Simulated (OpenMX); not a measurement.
Runs of OpenMX 3.8.5 on Ga. Symmetry: Cmcm, No. 63, orthorhombic system. Conventional cell: a = 2.900 Å, b = 8.130 Å, c = 3.170 Å, α = 90.00°, β = 90.00°, γ = 90.00°. Ga (site symmetry m2m) is surrounded by 8 Ga at 2.68 to 2.90 Å. This isn't the form of Ga at room conditions, which is orthorhombic.

```csv
level,gap on the mesh (eV),pressure (GPa),largest force (eV/Å)
PBE+D3,none,3.1,(a)
PBE+D3(BJ),none,1.9,0.36
PBE+D4,none,(b),0.36
PBE,none,4.6,0.36
```

Alike in all rows: task single point; potentials or basis OpenMX 2013 PBE set, Ga7.0-s3p2d2, grid cutoff 500 Ry; no spin polarisation; cell as given; k mesh 7 × 7 × 7; smearing fermi-dirac 0.05 eV.

Estimate the missing entries.

(a) 0.38; (b) 0.7.

Caveats: the basis of atomic orbitals isn't converged, which shifts pressures, moduli and gaps; pairwise dispersion overbinds metals, which lowers pressure and volume (some runs).

A k mesh can miss the band edges, and the runs leave out spin-orbit coupling on Ga.

A gap of «none» marks a metal or a gap under the smearing width.
